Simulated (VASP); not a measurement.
# BAs (F-43m) in VASP: a series of runs, part 2 of 2

VASP 6.6.1. Earlier steps stand in the parts before.

**4. Relaxation of cell and atoms, HSE06**

File POSCAR:

```
BAs
1.0
    0.0000000000      2.3885000000      2.3885000000
    2.3885000000      0.0000000000      2.3885000000
    2.3885000000      2.3885000000      0.0000000000
As B
1 1
Direct
    0.7500000000      0.7500000000      0.7500000000
    0.0000000000      0.0000000000      0.0000000000
```

File INCAR.step1:

```
PREC     = Accurate       # precision mode
ENCUT    = 600            # plane-wave cutoff, eV
EDIFF    = 1E-5           # SCF threshold, eV
ISMEAR   = 0              # smearing method
SIGMA    = 0.02           # smearing width, eV
LREAL    = F              # projectors in reciprocal space
LASPH    = T              # aspherical terms in the spheres
NELM     = 60             # most SCF steps
ALGO     = Normal         # electronic algorithm
LWAVE    = T              # write WAVECAR
LCHARG   = F              # write CHGCAR
GGA      = PE             # functional
KPAR     = 4
```

File INCAR.step2:

```
PREC     = Accurate       # precision mode
ENCUT    = 600            # plane-wave cutoff, eV
EDIFF    = 1E-6           # SCF threshold, eV
ISMEAR   = 0              # smearing method
SIGMA    = 0.02           # smearing width, eV
LREAL    = F              # projectors in reciprocal space
LASPH    = T              # aspherical terms in the spheres
NELM     = 60             # most SCF steps
ALGO     = Normal         # electronic algorithm
ISIF     = 3              # what is computed and relaxed
LWAVE    = F              # write WAVECAR
LCHARG   = F              # write CHGCAR
GGA      = PE             # functional
LHFCALC  = T              # exact exchange
HFSCREEN = 0.2            # screening, 1/A
PRECFOCK = Fast         
IBRION   = 2              # ionic algorithm
NSW      = 60             # ionic steps
EDIFFG   = -0.01          # ionic threshold
ISTART   = 1            
KPAR     = 4
```

File KPOINTS:

```
regular mesh
0
Gamma
  6 6 6
```

Potentials or basis: VASP PAW PBE potentials, release 64 (As, B).

Run with:

```console
$ cat potpaw_PBE.64/As/POTCAR potpaw_PBE.64/B/POTCAR > POTCAR
$ cp INCAR.step1 INCAR
$ mpirun -np 4 vasp_std > vasp.out
$ cp INCAR.step2 INCAR
$ mpirun -np 4 vasp_std > vasp.out
```

OUTCAR:

```text
PREC = Accurate
   ENCUT = 600
   EDIFF = 1E-6
   ISMEAR = 0
   LREAL = F
   LASPH = T
   NELM = 60
   ISIF = 3
   GGA = PE
   LHFCALC = T
   HFSCREEN = 0.2
   PRECFOCK = Fast
   IBRION = 2
   NSW = 60
   EDIFFG = -0.01
   ISTART = 1

 ion  position               nearest neighbor table
   1  0.750  0.750  0.750-   2 2.07   2 2.07   2 2.07   2 2.07
   2  0.000  0.000  0.000-   1 2.07   1 2.07   1 2.07   1 2.07

  LATTYP: Found a face centered cubic cell.
 ALAT       =     4.7770000000

  Lattice vectors:

 A1 = (   0.0000000000,   2.3885000000,   2.3885000000)
 A2 = (   2.3885000000,   0.0000000000,   2.3885000000)
 A3 = (   2.3885000000,   2.3885000000,   0.0000000000)

Analysis of symmetry for initial positions (statically):
=====================================================================
 Subroutine PRICEL returns:
 Original cell was already a primitive cell.

 Routine SETGRP: Setting up the symmetry group for a
 face centered cubic supercell.

 Subroutine GETGRP returns: Found 24 space group operations
 (whereof 24 operations were pure point group operations)
[... 153 lines left out ...]

--------------------------------------- Ionic step        1  -------------------------------------------

 number of electron       8.0000000 magnetization

 Free energy of the ion-electron system (eV)
  ---------------------------------------------------
  ext. energy  EPLUGINS =         0.00000000
  ---------------------------------------------------
  free energy    TOTEN  =       -13.27608600 eV

  energy without entropy =      -13.27608600  energy(sigma->0) =      -13.27608600

------------------------ aborting loop because EDIFF is reached ----------------------------------------

  FORCE on cell =-STRESS in cart. coord.  units (eV):
  Direction    XX          YY          ZZ          XY          YZ          ZX
  --------------------------------------------------------------------------------------
  -------------------------------------------------------------------------------------
  Total       -0.1013998     -0.1013998     -0.1013998      0.0000000      0.0000000     -0.0000000
  in kB       -5.9613128     -5.9613128     -5.9613128      0.0000000      0.0000000     -0.0000000
  external PRESSURE =      -5.9613128 kB  Pullay stress =       0.0000000 kB
[... 59 lines left out ...]
--------------------------------------- Ionic step        3  -------------------------------------------

 number of electron       8.0000000 magnetization

 Free energy of the ion-electron system (eV)
  ---------------------------------------------------
  ext. energy  EPLUGINS =         0.00000000
  ---------------------------------------------------
  free energy    TOTEN  =       -13.27628876 eV

  energy without entropy =      -13.27628876  energy(sigma->0) =      -13.27628876

 E-fermi :   5.8687     XC(G=0):  -8.7605

 val. band max:        5.7488575631   @ k =   0.0000   0.0000   0.0000
 cond. band min:       7.7093617663   @ k =   0.3333   0.3333   0.0000
 fundamental gap:      1.9605042032
 Fermi energy:         5.8686873423

 k-point     1 :       0.0000    0.0000    0.0000
  band No.  band energies     occupation
      1     -11.2512      2.00000
      2       5.7489      2.00000
      3       5.7489      2.00000
      4       5.7489      2.00000
      5       9.8857      0.00000
      6       9.8857      0.00000
      7       9.8857      0.00000
      8      11.7009      0.00000
[... 192 lines left out ...]
  FREE ENERGIE OF THE ION-ELECTRON SYSTEM (eV)
  ---------------------------------------------------
  free  energy   TOTEN  =       -13.2762887594 eV

  energy  without entropy=      -13.2762887594  energy(sigma->0) =      -13.27628876

 reached required accuracy - stopping structural energy minimisation
```

OUTCAR.step1:

```text
PREC = Accurate
   ENCUT = 600
   EDIFF = 1E-5
   ISMEAR = 0
   LREAL = F
   LASPH = T
[... 385 lines left out ...]
 -----------------------------------------------------------------------------------
      3.58275      3.58275      3.58275        -0.000000      0.000000      0.000000
      0.00000      0.00000      0.00000         0.000000     -0.000000     -0.000000
 -----------------------------------------------------------------------------------
    total drift:                                0.000000      0.000000      0.000000

  FREE ENERGIE OF THE ION-ELECTRON SYSTEM (eV)
  ---------------------------------------------------
  free  energy   TOTEN  =       -11.3885676846 eV

  energy  without entropy=      -11.3885676846  energy(sigma->0) =      -11.38856768
```

Wall time 2.4 min (4 MPI ranks of Intel Xeon Platinum 8488C (Sapphire Rapids), shared host); peak memory 0.25 GiB.

Results:

| Property | Result |
| --- | --- |
| Free energy | -13.2763 eV |
| Relaxed volume | 13.57 Å³/atom |
| Relaxed cell | a = 3.373 Å, b = 3.373 Å, c = 3.373 Å, α = 60.00°, β = 60.00°, γ = 60.00° |
| Space group after relaxing (to 0.05 Å) | F-43m (No. 216) |
| Energy gained by relaxing | 0.1 meV/atom |
| Ionic steps | 3 |
| Pressure after relaxing | 0.0 GPa |
| Band gap on the k mesh | 1.96 eV, indirect (least direct gap 4.14 eV) |

The path:
```csv
step,energy change (eV),largest force (eV/Å),pressure (GPa),volume (Å³)
1,0.0000,0.0000,-0.60,27.25
2,-0.0001,0.0000,0.48,27.05
3,-0.0002,0.0000,0.02,27.14
```

Final structure:
```cif
data_structure
_symmetry_space_group_name_H-M 'P 1'
_symmetry_Int_Tables_number 1
_cell_length_a 3.3734
_cell_length_b 3.3734
_cell_length_c 3.3734
_cell_angle_alpha 60.000
_cell_angle_beta 60.000
_cell_angle_gamma 60.000
_cell_volume 27.14
loop_
_atom_site_label
_atom_site_type_symbol
_atom_site_fract_x
_atom_site_fract_y
_atom_site_fract_z
_atom_site_occupancy
As1 As 0.75000 0.75000 0.75000 1
B1 B 0.00000 0.00000 0.00000 1
```

Caveat: the PAW data sets were made with another functional, which shifts forces and pressure a little. A k mesh can miss the band edges.

**5. For comparison**

An earlier run on the cell as given: functional PBE; potentials or basis VASP PAW PBE potentials, release 64 (As, B); cutoff 520 eV; k mesh 10 × 10 × 10; occupations fermi-dirac, width 0.05 eV; no spin polarisation.

- Pressure: 3.4 GPa
- Band gap on the k mesh: 1.18 eV, indirect (least direct gap 3.28 eV)
